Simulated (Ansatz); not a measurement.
WSe₂, 3R-MoS2 type, relaxed with r2SCAN+rVV10: the symmetry is R3m (No. 160, trigonal); conventional cell a = 3.302 Å, c = 19.739 Å, 20.71 Å³ an atom. W has 6 Se at 2.53 Å; Se has 3 W at 2.53 Å. One-shot G0W0@PBE in the plane-wave code Ansatz on a 6×6×6 mesh (contour deformation, no spin-orbit coupling), from a PBE gap of 1.086 eV over the mesh points (the G0W0 gap is indirect on the mesh); the number N of bands summed and the screening cutoff rise together. (Calculated; spin-unpolarised; the phase may be known or hypothetical.)

```
  N  cutoff (eV)  1000/N  G0W0 gap (eV)
164          100   6.098          1.364
363          180   2.755          1.405
```

Problem. Lay a straight line in 1000/N through these rows.

Solution. The slope is -0.0123 eV per unit of 1000/N and the intercept 1.439 eV.

Problem. Predict the gap at N = 684 (260 eV).

Solution. 1.439 + (-0.0123) × 1.462 = 1.421 eV; the run gives 1.421 eV, 0.000 eV from the line.

Problem. With that run's result added, what limit do the last two rows suggest?

Solution. Their slope is (1.421 − 1.405)/(1.462 − 2.755) = -0.0124, which meets 1/N = 0 at 1.44 eV, against 1.439 eV from the first line. The two lines nearly agree; the k mesh isn't extrapolated.

Spin-orbit coupling is left out, which matters wherever the heavy atoms make up the band edges.
